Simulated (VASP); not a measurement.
# N (P6_3/mmc) in VASP: reference runs

How does N come out in PBE? The cell is run as given and disturbed.

All numbers are computed with VASP 6.6.1; they aren't measurements. Logs are shortened: lines on timing, memory, paths and dates and some standing lists are left out, and cuts for length are marked.

### Step 1. Starting point

Symmetry: P6_3/mmc, No. 194, hexagonal system. Conventional cell: a = 2.519 Å, b = 2.519 Å, c = 2.446 Å, α = 90.00°, β = 90.00°, γ = 120.00°. Around N (site symmetry -6m2) lie 6 N at 1.90 Å.

The real solid is made of molecules; this cell is a model form.

### Step 2. Single point, PBE

Input file INCAR:

```
ALGO = Normal
EDIFF = 1E-7
ENCUT = 520
GGA = PE
ISIF = 2
ISMEAR = -1
LASPH = T
LCHARG = F
LREAL = F
LWAVE = F
NBANDS = 12
NELM = 80
PREC = Accurate
SIGMA = 0.05
```

Input file KPOINTS:

```
k-points
0
Gamma
  12 12 11
```

Input file POSCAR:

```
N
1.0
    2.5194737886      0.0000000000      0.0000000000
   -1.2597368943      2.1819283051      0.0000000000
    0.0000000000      0.0000000000      2.4460020000
N
2
Direct
    0.3333333333      0.6666666667      0.7500000000
    0.6666666667      0.3333333333      0.2500000000
```

Potentials or basis: VASP PAW PBE potentials, release 64 (N).

Run with:

```
> cat potpaw_PBE.64/N/POTCAR > POTCAR
> mpirun -np 1 vasp_std > vasp.out
```

OUTCAR:

```text
EDIFF = 1E-7
   ENCUT = 520
   GGA = PE
   ISIF = 2
   ISMEAR = -1
   LASPH = T
   LREAL = F
   NELM = 80
   PREC = Accurate

 ion  position               nearest neighbor table
   1  0.333  0.667  0.750-
   2  0.667  0.333  0.250-

  LATTYP: Found a hexagonal cell.
 ALAT       =     2.5194737886
 C/A-ratio  =     0.9708384390

  Lattice vectors:

 A1 = (   2.5194737886,   0.0000000000,   0.0000000000)
 A2 = (  -1.2597368943,   2.1819283051,   0.0000000000)
 A3 = (   0.0000000000,   0.0000000000,   2.4460020000)

Analysis of symmetry for initial positions (statically):
=====================================================================
 Subroutine PRICEL returns:
 Original cell was already a primitive cell.

 Routine SETGRP: Setting up the symmetry group for a
 hexagonal supercell.

 Subroutine GETGRP returns: Found 24 space group operations
 (whereof 12 operations were pure point group operations)
 out of a pool of 24 trial point group operations.

The static configuration has the point symmetry D_3d.
 The point group associated with its full space group is D_6h.

Analysis of symmetry for dynamics (positions and initial velocities):
=====================================================================
 Subroutine PRICEL returns:
 Original cell was already a primitive cell.

 Routine SETGRP: Setting up the symmetry group for a
 hexagonal supercell.

 Subroutine GETGRP returns: Found 24 space group operations
 (whereof 12 operations were pure point group operations)
 out of a pool of 24 trial point group operations.

The dynamic configuration has the point symmetry D_3d.
 The point group associated with its full space group is D_6h.

 Subroutine INISYM returns: Found 24 space group operations
 (whereof 12 operations are pure point group operations),
 and found     1 'primitive' translations

----------------------------------------------------------------------------------------

                                     Primitive cell

  volume of cell :      13.4464

  direct lattice vectors                    reciprocal lattice vectors
     2.519473789  0.000000000  0.000000000     0.396908277  0.229155100  0.000000000
    -1.259736894  2.181928305  0.000000000     0.000000000  0.458310201  0.000000000
     0.000000000  0.000000000  2.446002000     0.000000000  0.000000000  0.408830410

  length of vectors
     2.519473789  2.519473789  2.446002000     0.458310201  0.458310201  0.408830410

  position of ions in fractional coordinates (direct lattice)
     0.333333333  0.666666667  0.750000000
     0.666666667  0.333333333  0.250000000

  ion indices of the primitive-cell ions
   primitive index   ion index
                 1           1
                 2           2

----------------------------------------------------------------------------------------

 KPOINTS: k-points

Automatic generation of k-mesh.
 Grid dimensions read from file:
 generate k-points for:   12   12   11

 Generating k-lattice:

  Cartesian coordinates                     Fractional coordinates (reciprocal lattice)
     0.033075690  0.019096258  0.000000000     0.083333333  0.000000000  0.000000000
     0.000000000  0.038192517  0.000000000     0.000000000  0.083333333  0.000000000
     0.000000000  0.000000000  0.037166401     0.000000000  0.000000000  0.090909091

  Length of vectors
     0.038192517  0.038192517  0.037166401

  Shift w.r.t. Gamma in fractional coordinates (k-lattice)
     0.000000000  0.000000000  0.000000000

 Subroutine IBZKPT returns following result:
 ===========================================

 Found    114 irreducible k-points:

 Following reciprocal coordinates:
            Coordinates               Weight
  0.000000  0.000000  0.000000      1.000000
  0.083333  0.000000  0.000000      6.000000
  0.166667 -0.000000  0.000000      6.000000
  0.250000 -0.000000  0.000000      6.000000
  0.333333 -0.000000  0.000000      6.000000
  0.416667 -0.000000  0.000000      6.000000
[... 42 lines left out ...]
  0.333333  0.083333  0.181818     24.000000
  0.416667  0.083333  0.181818     24.000000
 [... further k-points ...]
   k-points           NKPTS =    114   k-points in BZ     NKDIM =    114   number of bands    NBANDS=     12
   number of dos      NEDOS =    301   number of ions     NIONS =      2
   total plane-waves  NPLWV =   7200
   dimension x,y,z NGX =    20 NGY =   20 NGZ =   18
   dimension x,y,z NGXF=    40 NGYF=   40 NGZF=   36
   ions per type =               2
   NGX,Y,Z   is equivalent  to a cutoff of  13.20, 13.20, 12.23 a.u.
   NGXF,Y,Z  is equivalent  to a cutoff of  26.39, 26.39, 24.47 a.u.
 SYSTEM =  unknown system
   PREC   = accura    normal or accurate (medium, high low for compatibility)
   ISTART =      0    job   : 0-new  1-cont  2-samecut
   ICHARG =      2    charge: 1-file 2-atom 10-const
   ISPIN  =      1    spin polarized calculation?
   LNONCOLLINEAR =      F non collinear calculations
   LSORBIT =      F    spin-orbit coupling
   LASPH  =      T    aspherical Exc in radial PAW
   ENCUT  =  520.0 eV  38.22 Ry    6.18 a.u.   4.68  4.68  4.55*2*pi/ulx,y,z
   NELM   =     80;   NELMIN=  2; NELMDL= -5     # of ELM steps
   EDIFF  = 0.1E-06   stopping-criterion for ELM
   LREAL  =      F    real-space projection
   EDIFFG = 0.1E-05   stopping-criterion for IOM
   NSW    =      0    number of steps for IOM
   IBRION =     -1    ionic relax: 0-MD 1-quasi-New 2-CG
   NFREE  =      0    steps in history (QN), initial steepest desc. (CG)
   ISIF   =      2    stress and relaxation
   ISYM   =      2    0-nonsym 1-usesym 2-fastsym
   POTIM  = 0.5000    time-step for ionic-motion
   TEBEG  =    0.0;   TEEND  =   0.0 temperature during run
   PSTRESS=    0.0 pullay stress
   NELECT =      10.0000    total number of electrons
   NUPDOWN=      -1.0000    fix difference up-down
   EMIN   =  10.00;   EMAX   =-10.00  energy-range for DOS
   EFERMI =   0.00;   METHOD = LEGACY
   ISMEAR =    -1;   SIGMA  =   0.05  broadening in eV -4-tet -1-fermi 0-gaus
   EFERMI_NEDOS =   21; number of points for ismear=-14 and -15
   IALGO  =     38    algorithm
   IMIX   =      4    mixing-type and parameters
     AMIX     =   0.40;   BMIX     =  1.00
     AMIX_MAG =   1.60;   BMIX_MAG =  1.00
  volume/ion in A,a.u.               =       6.72        45.37
  Fermi-wavevector in a.u.,A,eV,Ry     =   1.483221  2.802881 29.932052  2.199944
  Thomas-Fermi vector in A             =   2.596909
   LORBIT       =      0    0 simple, 1 ext, 2 COOP (PROOUT), +10 PAW based schemes
   GGA     = PE    functional components
[... 5 lines left out ...]
 non-spin polarized calculation
  energy-cutoff  :      520.00
  volume of cell :       13.45
 maximum number of plane-waves:       381
 NGX is ok and might be reduce to    20
   NGX =  9   NGY =  9   NGZ =  9

 number of electron      10.0000001 magnetization

 Free energy of the ion-electron system (eV)
  ---------------------------------------------------
  ext. energy  EPLUGINS =         0.00000000
  ---------------------------------------------------
  free energy    TOTEN  =        -9.40149640 eV

  energy without entropy =       -9.39293486  energy(sigma->0) =       -9.39721563

 E-fermi :   7.0395     XC(G=0): -13.0390

 val. band max:        7.0339054438   @ k =   0.1667  -0.0000   0.1818
 cond. band min:       7.0509300947   @ k =   0.1667   0.0833   0.2727
 fundamental gap:      0.0170246509
 Fermi energy:         7.0395288182

 k-point     1 :       0.0000    0.0000    0.0000
  band No.  band energies     occupation
      1     -15.0224      2.00000
      2       1.2816      2.00000
      3       2.2473      2.00000
      4       4.6777      2.00000
      5       4.6777      2.00000
      6       9.8541      0.00000
      7       9.8541      0.00000
      8      13.1769      0.00000
      9      21.6478      0.00000
     10      25.1645      0.00000
     11      32.4388      0.00000
     12      32.4388      0.00000

 k-point     2 :       0.0833    0.0000    0.0000
  band No.  band energies     occupation
      1     -14.8551      2.00000
      2       0.7499      2.00000
      3       2.3839      2.00000
      4       4.4110      2.00000
      5       4.7206      2.00000
      6       9.7880      0.00000
      7      10.1111      0.00000
      8      12.9583      0.00000
      9      22.0547      0.00000
     10      25.0183      0.00000
     11      32.7125      0.00000
     12      32.7353      0.00000

 k-point     3 :       0.1667   -0.0000    0.0000
  band No.  band energies     occupation
      1     -14.3574      2.00000
      2      -0.6451      2.00000
      3       2.7859      2.00000
      4       3.7943      2.00000
      5       4.7969      2.00000
      6       9.6475      0.00000
      7      10.6892      0.00000
      8      12.3372      0.00000
      9      22.9571      0.00000
     10      24.7322      0.00000
     11      33.5722      0.00000
     12      33.6213      0.00000
[... 526 lines left out ...]
 k-point    39 :       0.0000    0.0000    0.1818
  band No.  band energies     occupation
      1     -14.3542      2.00000
      2      -2.7051      2.00000
      3       5.1412      2.00000
      4       5.1437      2.00000
      5       5.1437      2.00000
      6       9.6121      0.00000
      7       9.6121      0.00000
      8      12.4367      0.00000
      9      24.0449      0.00000
     10      25.7551      0.00000
     11      30.8497      0.00000
     12      30.8497      0.00000

 k-point    40 :       0.0833    0.0000    0.1818
  band No.  band energies     occupation
      1     -14.1882      2.00000
      2      -2.6370      2.00000
      3       3.5424      2.00000
      4       4.8946      2.00000
      5       6.3641      2.00000
      6       9.4088      0.00000
      7       9.7993      0.00000
      8      12.3360      0.00000
      9      24.3963      0.00000
     10      25.3551      0.00000
     11      31.1095      0.00000
     12      31.6591      0.00000

 [... further k-points ...]

------------------------ aborting loop because EDIFF is reached ----------------------------------------

  FORCE on cell =-STRESS in cart. coord.  units (eV):
  Direction    XX          YY          ZZ          XY          YZ          ZX
  --------------------------------------------------------------------------------------
  -------------------------------------------------------------------------------------
  Total        1.1938237      1.1938237      0.1803760     -0.0000000      0.0000000      0.0000000
  in kB      142.2471724    142.2471724     21.4922640     -0.0000000      0.0000000      0.0000000
  external PRESSURE =     101.9955363 kB  Pullay stress =       0.0000000 kB

 VOLUME and BASIS-vectors are now :
 -----------------------------------------------------------------------------
  energy-cutoff  :      520.00
  volume of cell :       13.45
      direct lattice vectors                 reciprocal lattice vectors
     2.519473789  0.000000000  0.000000000     0.396908277  0.229155100  0.000000000
    -1.259736894  2.181928305  0.000000000     0.000000000  0.458310201  0.000000000
     0.000000000  0.000000000  2.446002000     0.000000000  0.000000000  0.408830410

 POSITION                                       TOTAL-FORCE (eV/Angst)
 -----------------------------------------------------------------------------------
     -0.00000      1.45462      1.83450        -0.000000     -0.000000      0.000000
      1.25974      0.72731      0.61150         0.000000      0.000000      0.000000
 -----------------------------------------------------------------------------------
    total drift:                               -0.000000      0.000000      0.000000

  FREE ENERGIE OF THE ION-ELECTRON SYSTEM (eV)
  ---------------------------------------------------
  free  energy   TOTEN  =        -9.4014964009 eV

  energy  without entropy=       -9.3929348582  energy(sigma->0) =       -9.39721563
```

Run time: 17 s. Hardware: 1 thread of Intel Xeon Platinum 8488C (Sapphire Rapids), shared host; peak memory 0.12 GiB.

What came out:

* Free energy: -9.4015 eV
* Pressure: 10.2 GPa
* Band gap on the k mesh: none (metal or under the smearing width)

Levels at points of the mesh, in eV from the Fermi level:
```csv
k point,band 1,band 2,band 3,band 4,band 5,band 6,band 7,band 8,band 9,band 10
"(0.00, 0.00, 0.00)",-22.06,-5.76,-4.79,-2.36,-2.36,2.81,2.81,6.14,14.61,18.12
"(0.50, 0.00, 0.00)",-17.45,-14.49,-4.99,-2.26,-1.51,1.71,2.71,5.07,13.68,24.11
```

### Step 3. Single point, PBE (atoms moved at random, drawn with an rms of 0.05 Å)

Input file INCAR:

```
ALGO = Normal ; EDIFF = 1E-7
ENCUT = 520 ; GGA = PE
ISIF = 2 ; ISMEAR = -1
LASPH = True ; LCHARG = False
LREAL = False ; LWAVE = False
NBANDS = 12 ; NELM = 100
PREC = Accurate ; SIGMA = 0.05
```

KPOINTS is that of step 2.

Input file POSCAR:

```
N
1.0
    2.5194737886      0.0000000000      0.0000000000
   -1.2597368943      2.1819283051      0.0000000000
    0.0000000000      0.0000000000      2.4460020000
N
2
Direct
    0.3289840000      0.6602320000      0.7360610000
    0.6716180000      0.3329040000      0.2585870000
```

Potentials or basis: VASP PAW PBE potentials, release 64 (N).

Run with:

```
> cat potpaw_PBE.64/N/POTCAR > POTCAR
> mpirun -np 1 vasp_std > vasp.out
```

OUTCAR:

```text
EDIFF = 1E-7
   ENCUT = 520
   GGA = PE
   ISIF = 2
   ISMEAR = -1
   LASPH = True
   LREAL = False
   NELM = 100
   PREC = Accurate

 ion  position               nearest neighbor table
   1  0.329  0.660  0.736-
   2  0.672  0.333  0.259-

  LATTYP: Found a hexagonal cell.
 ALAT       =     2.5194737886
 C/A-ratio  =     0.9708384390

  Lattice vectors:

 A1 = (   2.5194737886,   0.0000000000,   0.0000000000)
 A2 = (  -1.2597368943,   2.1819283051,   0.0000000000)
 A3 = (   0.0000000000,   0.0000000000,   2.4460020000)

Analysis of symmetry for initial positions (statically):
=====================================================================
 Subroutine PRICEL returns:
 Original cell was already a primitive cell.

 Routine SETGRP: Setting up the symmetry group for a
 hexagonal supercell.

 Subroutine GETGRP returns: Found  2 space group operations
 (whereof  1 operations were pure point group operations)
 out of a pool of 24 trial point group operations.

The static configuration has the point symmetry C_1 .
 The point group associated with its full space group is S_2 .

Analysis of symmetry for dynamics (positions and initial velocities):
=====================================================================
 Subroutine PRICEL returns:
 Original cell was already a primitive cell.

 Routine SETGRP: Setting up the symmetry group for a
 hexagonal supercell.

 Subroutine GETGRP returns: Found  2 space group operations
 (whereof  1 operations were pure point group operations)
 out of a pool of 24 trial point group operations.

The dynamic configuration has the point symmetry C_1 .
 The point group associated with its full space group is S_2 .

 Subroutine INISYM returns: Found  2 space group operations
 (whereof  1 operations are pure point group operations),
 and found     1 'primitive' translations

[... 142 lines left out ...]
  Fermi-wavevector in a.u.,A,eV,Ry     =   1.483221  2.802881 29.932052  2.199944
  Thomas-Fermi vector in A             =   2.596909
   LORBIT       =      0    0 simple, 1 ext, 2 COOP (PROOUT), +10 PAW based schemes
   GGA     = PE    functional components
[... 5 lines left out ...]
 non-spin polarized calculation
  energy-cutoff  :      520.00
  volume of cell :       13.45
 maximum number of plane-waves:       381
   NGX =  9   NGY =  9   NGZ =  9

 number of electron      10.0000000 magnetization

 Free energy of the ion-electron system (eV)
  ---------------------------------------------------
  ext. energy  EPLUGINS =         0.00000000
  ---------------------------------------------------
  free energy    TOTEN  =        -9.46203495 eV

  energy without entropy =       -9.45473016  energy(sigma->0) =       -9.45838256

 E-fermi :   7.0819     XC(G=0): -13.0321

 val. band max:        7.0809583640   @ k =   0.0833   0.0000   0.4545
 cond. band min:       7.0823243322   @ k =   0.4167   0.4167   0.3636
 fundamental gap:      0.0013659682
 Fermi energy:         7.0819492289

 k-point     1 :       0.0000    0.0000    0.0000
  band No.  band energies     occupation
      1     -15.0365      2.00000
      2       1.3062      2.00000
      3       2.2873      2.00000
      4       4.5299      2.00000
      5       4.7950      2.00000
      6       9.6898      0.00000
      7      10.0437      0.00000
      8      13.1057      0.00000
      9      21.7753      0.00000
     10      25.1570      0.00000
     11      32.2095      0.00000
     12      32.7073      0.00000
[... 571 lines left out ...]
 k-point    40 :       0.4167   -0.0833    0.0000
  band No.  band energies     occupation
      1     -11.6898      2.00000
      2      -5.6877      2.00000
      3       1.5424      2.00000
      4       4.8696      2.00000
      5       5.5925      2.00000
      6       9.4192      0.00000
      7       9.8898      0.00000
      8      11.7918      0.00000
      9      21.6956      0.00000
     10      28.4293      0.00000
     11      33.3817      0.00000
     12      35.1173      0.00000

 [... further k-points ...]

------------------------ aborting loop because EDIFF is reached ----------------------------------------

  FORCE on cell =-STRESS in cart. coord.  units (eV):
  Direction    XX          YY          ZZ          XY          YZ          ZX
  --------------------------------------------------------------------------------------
  -------------------------------------------------------------------------------------
  Total        0.9099535      1.2111568      0.5581719     -0.1863761      0.0399256      0.0511790
  in kB      108.4233102    144.3124642     66.5076172    -22.2071913      4.7572379      6.0981108
  external PRESSURE =     106.4144639 kB  Pullay stress =       0.0000000 kB

 VOLUME and BASIS-vectors are now :
 -----------------------------------------------------------------------------
  energy-cutoff  :      520.00
  volume of cell :       13.45
      direct lattice vectors                 reciprocal lattice vectors
     2.519473789  0.000000000  0.000000000     0.396908277  0.229155100  0.000000000
    -1.259736894  2.181928305  0.000000000     0.000000000  0.458310201  0.000000000
     0.000000000  0.000000000  2.446002000     0.000000000  0.000000000  0.408830410

 POSITION                                       TOTAL-FORCE (eV/Angst)
 -----------------------------------------------------------------------------------
     -0.00285      1.44058      1.80041        -0.124594     -0.084797     -2.163117
      1.27275      0.72637      0.63250         0.124594      0.084797      2.163117
 -----------------------------------------------------------------------------------
    total drift:                               -0.000005      0.000010     -0.000003

  FREE ENERGIE OF THE ION-ELECTRON SYSTEM (eV)
  ---------------------------------------------------
  free  energy   TOTEN  =        -9.4620349524 eV

  energy  without entropy=       -9.4547301597  energy(sigma->0) =       -9.45838256
```

Wall time 1.8 min (1 thread of Intel Xeon Platinum 8488C (Sapphire Rapids), shared host); peak memory 0.2 GiB.

Results:

| Property | Result |
| --- | --- |
| Free energy | -9.4620 eV |
| Pressure | 10.6 GPa |
| Largest force | 2.168 eV/Å |
| Band gap on the k mesh | none (metal or under the smearing width) |

Forces on the atoms (eV/Å):
```
N   -0.125 -0.085 -2.163
N    0.125  0.085  2.163
```
